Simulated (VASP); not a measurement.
# InAs (F-43m) in VASP: settings compared

The runs below take InAs through single point, with HSE06, PBE, PBE-based screened hybrid.

All numbers are computed with VASP 6.6.1; they aren't measurements. Logs are shortened: lines on timing, memory, paths and dates and some standing lists are left out, and cuts for length are marked.

**Measured values to compare with.**

A printed reference work, data compilation reports, for a bulk crystal of InAs at 4.2 K: band gap 0.418 eV (direct).

The results are compared with them further down.

**1. Starting point**

Symmetry: F-43m, No. 216, cubic system. The conventional cell has a = 6.109 Å, b = 6.109 Å, c = 6.109 Å, α = 90.00°, β = 90.00°, γ = 90.00°. In (site symmetry -43m) is surrounded by 4 As at 2.65 Å. Around As (site symmetry -43m) lie 4 In at 2.65 Å.

**2. Single point, HSE06**

Input file POSCAR:

```
InAs
1.0
    0.0000000000      3.0545915924      3.0545915924
    3.0545915924      0.0000000000      3.0545915924
    3.0545915924      3.0545915924      0.0000000000
In As
1 1
Direct
    0.0000000000      0.0000000000      0.0000000000
    0.2500000000      0.2500000000      0.2500000000
```

Input file INCAR.step1:

```
SYSTEM = InAs
  PREC = Accurate
  ENCUT = 520
  EDIFF = 1E-5
  ISMEAR = -1
  SIGMA = 0.02
  LREAL = .FALSE.
  LASPH = .TRUE.
  NELM = 100
  ALGO = Normal
  ISIF = 2
  LWAVE = .TRUE.
  LCHARG = .FALSE.
  GGA = PE
  NBANDS = 16
```

Input file INCAR.step2:

```
SYSTEM = InAs
  PREC = Accurate
  ENCUT = 520
  EDIFF = 1E-6
  ISMEAR = -1
  SIGMA = 0.02
  LREAL = .FALSE.
  LASPH = .TRUE.
  NELM = 100
  ALGO = Normal
  ISIF = 2
  LWAVE = .FALSE.
  LCHARG = .FALSE.
  GGA = PE
  LHFCALC = .TRUE.
  HFSCREEN = 0.2079
  PRECFOCK = Normal
  ISTART = 1
  NBANDS = 16
```

Input file KPOINTS:

```
regular mesh
0
G
  4 4 4
  0 0 0
```

Potentials or basis: VASP PAW PBE potentials, release 64 (In_d, As).

Launch:

```bash
> cat potpaw_PBE.64/In_d/POTCAR potpaw_PBE.64/As/POTCAR > POTCAR
> cp INCAR.step1 INCAR
> mpirun -np 1 vasp_std > vasp.out
> cp INCAR.step2 INCAR
> mpirun -np 1 vasp_std > vasp.out
```

OUTCAR:

```text
SYSTEM = InAs
   PREC = Accurate
   ENCUT = 520
   EDIFF = 1E-6
   ISMEAR = -1
   LREAL = .FALSE.
   LASPH = .TRUE.
   NELM = 100
   ISIF = 2
   GGA = PE
   LHFCALC = .TRUE.
   HFSCREEN = 0.2079
   PRECFOCK = Normal
   ISTART = 1

 ion  position               nearest neighbor table
   1  0.000  0.000  0.000-   2 2.65   2 2.65   2 2.65   2 2.65
   2  0.250  0.250  0.250-   1 2.65   1 2.65   1 2.65   1 2.65

  LATTYP: Found a face centered cubic cell.
 ALAT       =     6.1091831848

  Lattice vectors:

 A1 = (   0.0000000000,   3.0545915924,   3.0545915924)
 A2 = (   3.0545915924,   0.0000000000,   3.0545915924)
 A3 = (   3.0545915924,   3.0545915924,   0.0000000000)

Analysis of symmetry for initial positions (statically):
=====================================================================
 Subroutine PRICEL returns:
 Original cell was already a primitive cell.

 Routine SETGRP: Setting up the symmetry group for a
 face centered cubic supercell.

 Subroutine GETGRP returns: Found 24 space group operations
 (whereof 24 operations were pure point group operations)
 out of a pool of 48 trial point group operations.

The static configuration has the point symmetry T_d .

Analysis of symmetry for dynamics (positions and initial velocities):
=====================================================================
 Subroutine PRICEL returns:
 Original cell was already a primitive cell.

 Routine SETGRP: Setting up the symmetry group for a
 face centered cubic supercell.

 Subroutine GETGRP returns: Found 24 space group operations
 (whereof 24 operations were pure point group operations)
 out of a pool of 48 trial point group operations.

The dynamic configuration has the point symmetry T_d .

 Subroutine INISYM returns: Found 24 space group operations
 (whereof 24 operations are pure point group operations),
 and found     1 'primitive' translations

----------------------------------------------------------------------------------------

                                     Primitive cell

  volume of cell :      57.0019

  direct lattice vectors                    reciprocal lattice vectors
     0.000000000  3.054591592  3.054591592    -0.163688004  0.163688004  0.163688004
     3.054591592  0.000000000  3.054591592     0.163688004 -0.163688004  0.163688004
     3.054591592  3.054591592  0.000000000     0.163688004  0.163688004 -0.163688004

  length of vectors
     4.319844857  4.319844857  4.319844857     0.283515939  0.283515939  0.283515939

[... 70 lines left out ...]
   ISYM   =      3    0-nonsym 1-usesym 2-fastsym
   POTIM  = 0.5000    time-step for ionic-motion
   TEBEG  =    0.0;   TEEND  =   0.0 temperature during run
   PSTRESS=    0.0 pullay stress
   NELECT =      18.0000    total number of electrons
   NUPDOWN=      -1.0000    fix difference up-down
   EMIN   =  10.00;   EMAX   =-10.00  energy-range for DOS
   EFERMI =   0.00;   METHOD = LEGACY
   ISMEAR =    -1;   SIGMA  =   0.02  broadening in eV -4-tet -1-fermi 0-gaus
   EFERMI_NEDOS =   21; number of points for ismear=-14 and -15
   IALGO  =     38    algorithm
   IMIX   =      1    mixing-type and parameters
     AMIX     =   0.40;   BMIX     =  1.00
     AMIX_MAG =   1.60;   BMIX_MAG =  1.00
  volume/ion in A,a.u.               =      28.50       192.33
  Fermi-wavevector in a.u.,A,eV,Ry     =   1.114814  2.106693 16.909468  1.242811
  Thomas-Fermi vector in A             =   2.251413
   LORBIT       =      0    0 simple, 1 ext, 2 COOP (PROOUT), +10 PAW based schemes
   GGA     = PE    functional components
   LHFCALC =     T    Hartree Fock is set to
   PRECFOCK=normal    Normal, Fast or Accurate (Low or Medium for compatibility)
   ENCUT4O =  -1.0   cutoff for four orbital integrals eV
   NKREDX  =     1    reduce k-point grid by
   NKREDY  =     1    reduce k-point grid by
   NKREDZ  =     1    reduce k-point grid by
   AEXX    =    0.2500 exact exchange contribution
   HFSCREEN=    0.2079 screening length (either q_TF or 0.3 A-1)
   HFSCREENC=   0.2079 screening length for correlation (either q_TF or 0.3 A-1)
   ENCUTFOCK=  -1.0 apply spherical cutoff to Coloumb kernel
   IVDW    =     0    specifies the selected vdW correction
   LEPSILON=     F    determine dielectric tensor
   LRPA    =     F    only Hartree local field effects (RPA)
 non-spin polarized calculation
  energy-cutoff  :      520.00
  volume of cell :       57.00
 maximum number of plane-waves:      1572
  NGX = 28; NGY = 28; NGZ = 28

 number of electron      17.9999996 magnetization

 Free energy of the ion-electron system (eV)
  ---------------------------------------------------
  ext. energy  EPLUGINS =         0.00000000
  ---------------------------------------------------
  free energy    TOTEN  =        -9.11087625 eV

  energy without entropy =       -9.11087514  energy(sigma->0) =       -9.11087570

 E-fermi :   4.0236     XC(G=0):  -7.4597

 val. band max:        3.8132012709   @ k =   0.0000   0.0000   0.0000
 cond. band min:       4.2120284757   @ k =   0.0000   0.0000   0.0000
 fundamental gap:      0.3988272047
 Fermi energy:         4.0236014540

 k-point     1 :       0.0000    0.0000    0.0000
  band No.  band energies     occupation
      1     -12.2899      2.00000
      2     -12.2899      2.00000
      3     -12.2899      2.00000
      4     -12.1699      2.00000
      5     -12.1699      2.00000
      6      -8.9889      2.00000
[... 129 lines left out ...]
      3     -12.2222      2.00000
      4     -12.1838      2.00000
      5     -12.1626      2.00000
      6      -6.8573      2.00000
[... 8 lines left out ...]
     15      16.4253      0.00000
     16      16.4730      0.00000

------------------------ aborting loop because EDIFF is reached ----------------------------------------

  FORCE on cell =-STRESS in cart. coord.  units (eV):
  Direction    XX          YY          ZZ          XY          YZ          ZX
  --------------------------------------------------------------------------------------
  -------------------------------------------------------------------------------------
  Total       -0.0352256     -0.0352256     -0.0352256      0.0000000     -0.0000000     -0.0000000
  in kB       -0.9901002     -0.9901002     -0.9901002      0.0000000     -0.0000000     -0.0000000
  external PRESSURE =      -0.9901002 kB  Pullay stress =       0.0000000 kB

 VOLUME and BASIS-vectors are now :
 -----------------------------------------------------------------------------
  energy-cutoff  :      520.00
  volume of cell :       57.00
      direct lattice vectors                 reciprocal lattice vectors
     0.000000000  3.054591592  3.054591592    -0.163688004  0.163688004  0.163688004
     3.054591592  0.000000000  3.054591592     0.163688004 -0.163688004  0.163688004
     3.054591592  3.054591592  0.000000000     0.163688004  0.163688004 -0.163688004

 POSITION                                       TOTAL-FORCE (eV/Angst)
 -----------------------------------------------------------------------------------
      0.00000      0.00000      0.00000        -0.000000      0.000000      0.000000
      1.52730      1.52730      1.52730         0.000000     -0.000000     -0.000000
 -----------------------------------------------------------------------------------
    total drift:                                0.000026      0.000029      0.000022

  FREE ENERGIE OF THE ION-ELECTRON SYSTEM (eV)
  ---------------------------------------------------
  free  energy   TOTEN  =        -9.1108762520 eV

  energy  without entropy=       -9.1108751416  energy(sigma->0) =       -9.11087570
```

OSZICAR.step1:

```text
N       E                     dE             d eps       ncg     rms          rms(c)
DAV:   1     0.112108888956E+03    0.11211E+03   -0.83380E+03   256   0.117E+03
DAV:   2    -0.226546336699E+00   -0.11234E+03   -0.10730E+03   288   0.290E+02
DAV:   3    -0.766586770515E+01   -0.74393E+01   -0.74102E+01   352   0.727E+01
DAV:   4    -0.785571040548E+01   -0.18984E+00   -0.18936E+00   320   0.131E+01
DAV:   5    -0.786288214539E+01   -0.71717E-02   -0.71717E-02   392   0.202E+00    0.438E+00
DAV:   6    -0.759615261049E+01    0.26673E+00   -0.39548E-01   416   0.102E+01    0.244E+00
DAV:   7    -0.757082829776E+01    0.25324E-01   -0.12326E-01   368   0.294E+00    0.717E-01
DAV:   8    -0.757260220121E+01   -0.17739E-02   -0.13948E-02   320   0.132E+00    0.192E-01
DAV:   9    -0.757342556552E+01   -0.82336E-03   -0.11672E-03   304   0.283E-01    0.108E-01
DAV:  10    -0.757360326604E+01   -0.17770E-03   -0.19898E-04   320   0.191E-01    0.608E-02
DAV:  11    -0.757365700407E+01   -0.53738E-04   -0.13168E-04   280   0.117E-01    0.426E-02
DAV:  12    -0.757365825332E+01   -0.12493E-05   -0.60516E-06   248   0.257E-02
   1 F= -.75736583E+01 E0= -.75730615E+01  d E =-.119346E-02
```

It took 6.3 min on 1 thread of AMD EPYC 9R45 (Zen 5), shared host; peak memory 0.26 GiB.

What came out:

- Free energy: -9.1109 eV
- Pressure: -0.1 GPa
- Band gap on the k mesh: 0.40 eV, direct

Caveat: the k mesh is coarse (spacing up to 0.45 Å⁻¹), so the values aren't converged, least of all with exact exchange; the PAW data sets were made with another functional, which shifts forces and pressure a little; spin-orbit coupling is left out, which moves the levels of the heavy elements.

**3. Single point, PBE**

Input file INCAR:

```
SYSTEM = InAs
PREC = Accurate
ENCUT = 520
EDIFF = 1E-6
ISMEAR = -1
SIGMA = 0.02
LREAL = .FALSE.
LASPH = .TRUE.
NELM = 100
ALGO = Fast
ISIF = 2
LWAVE = .FALSE.
LCHARG = .TRUE.
GGA = PE
LELF = .TRUE.
LVHAR = .TRUE.
NBANDS = 16
```

Input file KPOINTS:

```
regular mesh
0
G
  6 6 6
  0 0 0
```

POSCAR is that of step 2.

Potentials or basis: VASP PAW PBE potentials, release 64 (In_d, As).

Launch:

```bash
> cat potpaw_PBE.64/In_d/POTCAR potpaw_PBE.64/As/POTCAR > POTCAR
> mpirun -np 1 vasp_std > vasp.out
```

OUTCAR:

```text
SYSTEM = InAs
   PREC = Accurate
   ENCUT = 520
   EDIFF = 1E-6
   ISMEAR = -1
   LREAL = .FALSE.
   LASPH = .TRUE.
   NELM = 100
   ISIF = 2
   GGA = PE

 ion  position               nearest neighbor table
   1  0.000  0.000  0.000-   2 2.65   2 2.65   2 2.65   2 2.65
   2  0.250  0.250  0.250-   1 2.65   1 2.65   1 2.65   1 2.65

  LATTYP: Found a face centered cubic cell.
 ALAT       =     6.1091831848

  Lattice vectors:

 A1 = (   0.0000000000,   3.0545915924,   3.0545915924)
 A2 = (   3.0545915924,   0.0000000000,   3.0545915924)
 A3 = (   3.0545915924,   3.0545915924,   0.0000000000)

Analysis of symmetry for initial positions (statically):
=====================================================================
 Subroutine PRICEL returns:
 Original cell was already a primitive cell.

 Routine SETGRP: Setting up the symmetry group for a
 face centered cubic supercell.

 Subroutine GETGRP returns: Found 24 space group operations
 (whereof 24 operations were pure point group operations)
[... 152 lines left out ...]
  free energy    TOTEN  =        -7.68730171 eV

  energy without entropy =       -7.68694808  energy(sigma->0) =       -7.68712489

 E-fermi :   4.2228     XC(G=0):  -8.9556

 val. band max:        4.2089157078   @ k =   0.0000   0.0000   0.0000
 cond. band min:       5.0967101205   @ k =   0.5000   0.0000   0.0000
 fundamental gap:      0.8877944127
 Fermi energy:         4.2227785762

 k-point     1 :       0.0000    0.0000    0.0000
  band No.  band energies     occupation
      1     -10.1303      2.00000
      2     -10.1303      2.00000
      3     -10.1303      2.00000
      4     -10.0171      2.00000
      5     -10.0171      2.00000
      6      -7.4581      2.00000
[... 281 lines left out ...]
      3     -10.0626      2.00000
      4     -10.0364      2.00000
      5     -10.0049      2.00000
      6      -5.5384      2.00000
[... 8 lines left out ...]
     15      15.6705      0.00000
     16      15.9153      0.00000

------------------------ aborting loop because EDIFF is reached ----------------------------------------

  FORCE on cell =-STRESS in cart. coord.  units (eV):
  Direction    XX          YY          ZZ          XY          YZ          ZX
  --------------------------------------------------------------------------------------
  -------------------------------------------------------------------------------------
  Total        0.7726837      0.7726837      0.7726837     -0.0000000      0.0000000      0.0000000
  in kB       21.7181519     21.7181519     21.7181519     -0.0000000      0.0000000      0.0000000
  external PRESSURE =      21.7181519 kB  Pullay stress =       0.0000000 kB

 VOLUME and BASIS-vectors are now :
 -----------------------------------------------------------------------------
  energy-cutoff  :      520.00
  volume of cell :       57.00
      direct lattice vectors                 reciprocal lattice vectors
     0.000000000  3.054591592  3.054591592    -0.163688004  0.163688004  0.163688004
     3.054591592  0.000000000  3.054591592     0.163688004 -0.163688004  0.163688004
     3.054591592  3.054591592  0.000000000     0.163688004  0.163688004 -0.163688004

 POSITION                                       TOTAL-FORCE (eV/Angst)
 -----------------------------------------------------------------------------------
      0.00000      0.00000      0.00000        -0.000000     -0.000000     -0.000000
      1.52730      1.52730      1.52730         0.000000      0.000000      0.000000
 -----------------------------------------------------------------------------------
    total drift:                               -0.000000     -0.000000     -0.000000

  FREE ENERGIE OF THE ION-ELECTRON SYSTEM (eV)
  ---------------------------------------------------
  free  energy   TOTEN  =        -7.6873017079 eV

  energy  without entropy=       -7.6869480810  energy(sigma->0) =       -7.68712489
```

It took 9.5 s on 1 thread of AMD EPYC 9R45 (Zen 5), shared host; peak memory 0.15 GiB.

What came out:

| Item | Value |
| --- | --- |
| Free energy | -7.6873 eV |
| Pressure | 2.2 GPa |
| Band gap on the k mesh | none (metal or under the smearing width) |

Caveat: this crystal is a semiconductor, whose small gap the functional closes, so the metal is an error of the method.

**4. Single point, HSE06**

POSCAR is that of step 3.

Input file INCAR.step1:

```
ALGO = Normal
EDIFF = 1E-5
ENCUT = 520
GGA = PE
ISIF = 2
ISMEAR = -1
LASPH = True
LCHARG = False
LREAL = False
LWAVE = True
NBANDS = 16
NELM = 100
PREC = Accurate
SIGMA = 0.02
```

Input file INCAR.step2:

```
ALGO = Normal
EDIFF = 1E-7
ENCUT = 520
GGA = PE
HFSCREEN = 0.2079
ISIF = 2
ISMEAR = -1
ISTART = 1
LASPH = True
LCHARG = False
LHFCALC = True
LREAL = False
LWAVE = False
NBANDS = 16
NELM = 100
PREC = Accurate
PRECFOCK = Normal
SIGMA = 0.02
```

Input file KPOINTS:

```
k-points
0
Gamma
  4 4 4
```

Launch:

```bash
> cat potpaw_PBE.64/In_d/POTCAR potpaw_PBE.64/As/POTCAR > POTCAR
> cp INCAR.step1 INCAR
> mpirun -np 1 vasp_std > vasp.out
> cp INCAR.step2 INCAR
> mpirun -np 1 vasp_std > vasp.out
```

Run time: 8.8 min. Hardware: 1 thread of AMD EPYC 9R45 (Zen 5), shared host; peak memory 0.27 GiB.

The run converged. Its results:

| Property | Result |
| --- | --- |
| Free energy | -9.1109 eV |
| Pressure | 0.0 GPa |
| Band gap on the k mesh | 0.40 eV, direct |

Levels at points of the mesh, in eV from the valence-band top:
```csv
k point,band 7,band 8,band 9,band 10,band 11,band 12
"(0.00, 0.00, 0.00)",0.00,0.00,0.00,0.40,4.65,4.65
"(0.50, 0.00, 0.00)",-6.08,-1.02,-1.02,1.60,5.43,5.43
"(0.50, 0.50, 0.00)",-6.17,-2.41,-2.41,2.18,2.73,10.11
```

Caveat: the k mesh is coarse (spacing up to 0.45 Å⁻¹), so the values aren't converged, least of all with exact exchange; the PAW data sets were made with another functional, which shifts forces and pressure a little; spin-orbit coupling is left out, which moves the levels of the heavy elements.

**5. Single point, PBE-based screened hybrid**

POSCAR is that of step 4.

Input file INCAR.step1:

```
PREC = Accurate ; ENCUT = 520
EDIFF = 1E-5 ; ISMEAR = -1
SIGMA = 0.02 ; LREAL = False
LASPH = True ; NELM = 100
ALGO = Normal ; ISIF = 2
LWAVE = True ; GGA = PE
NBANDS = 16
```

Input file INCAR.step2:

```
PREC = Accurate ; ENCUT = 520
EDIFF = 1E-6 ; ISMEAR = -1
SIGMA = 0.02 ; LREAL = False
LASPH = True ; NELM = 100
ALGO = Normal ; ISIF = 2
LWAVE = False ; LCHARG = True
GGA = PE ; LHFCALC = True
AEXX = 0.5 ; HFSCREEN = 0.1
PRECFOCK = Normal ; LELF = True
LVHAR = True ; ISTART = 1
NBANDS = 16
```

Input file KPOINTS:

```
Automatic mesh
0
Gamma
  4 4 4
```

Launch:

```bash
> cat potpaw_PBE.64/In_d/POTCAR potpaw_PBE.64/As/POTCAR > POTCAR
> cp INCAR.step1 INCAR
> mpirun -np 1 vasp_std > vasp.out
> cp INCAR.step2 INCAR
> mpirun -np 1 vasp_std > vasp.out
```

Run time: 7 min. Hardware: 1 thread of AMD EPYC 9R45 (Zen 5), shared host; peak memory 0.27 GiB.

Results (log left out):

```yaml
Free_energy: -11.7285 eV
Pressure: -2.7 GPa
Band_gap_on_the_k_mesh: 1.92 eV, direct
```

Levels at points of the mesh, in eV from the valence-band top:
| k point | band 6 | band 7 | band 8 | band 9 | band 10 | band 11 | band 12 | band 13 |
| --- | --- | --- | --- | --- | --- | --- | --- | --- |
| (0.00, 0.00, 0.00) | -14.01 | 0.00 | 0.00 | 0.00 | 1.92 | 6.18 | 6.18 | 6.18 |
| (0.50, 0.00, 0.00) | -12.36 | -6.59 | -1.11 | -1.11 | 3.06 | 6.96 | 6.96 | 9.25 |
| (0.50, 0.50, 0.00) | -11.73 | -6.66 | -2.63 | -2.63 | 3.48 | 4.13 | 11.99 | 12.27 |

Caveat: the k mesh is coarse (spacing up to 0.45 Å⁻¹), so the values aren't converged; the PAW data sets were made with another functional, which shifts forces and pressure a little; spin-orbit coupling is left out, which moves the levels of the heavy elements.

**6. The runs side by side**

```csv
level,k mesh,exchange at q = 0,grid for exact exchange (PRECFOCK),screening parameter,share of exact exchange,mesh quality,gap on the mesh (eV),pressure (GPa)
HSE06,4 × 4 × 4,truncated,Normal,0.2079 1/A,-,coarse,0.40,0.0
PBE,6 × 6 × 6,-,-,-,-,not flagged,none,2.2
PBE-based screened hybrid,4 × 4 × 4,truncated,Normal,0.1,0.5,coarse,1.92,-2.7
```

Alike in all rows: task single point; potentials or basis VASP PAW PBE potentials, release 64 (In_d, As); no spin polarisation; cell as given; cutoff (eV) 520; smearing fermi-dirac 0.02 eV.

Caveats: some runs use coarse meshes; the PAW data sets were made with another functional, which shifts forces and pressure a little (some runs); spin-orbit coupling is left out, which moves the levels of the heavy elements (some runs); this crystal is a semiconductor, whose small gap the functional closes, so the metal is an error of the method (some runs).

Absolute energies hang on the potentials; compare differences alone.

**7. Against experiment**

Step 3. A measured gap of InAs is 0.418 eV (direct; 4.2 K; a printed reference work, data compilation); the calculated 0.00 eV misses it by -0.42 eV. Spin-orbit coupling on As, In is left out. The value is that of PBE on a finite k mesh, which can miss the band edges, without temperature or zero-point motion. Semilocal functionals fall short of measured gaps as a rule.
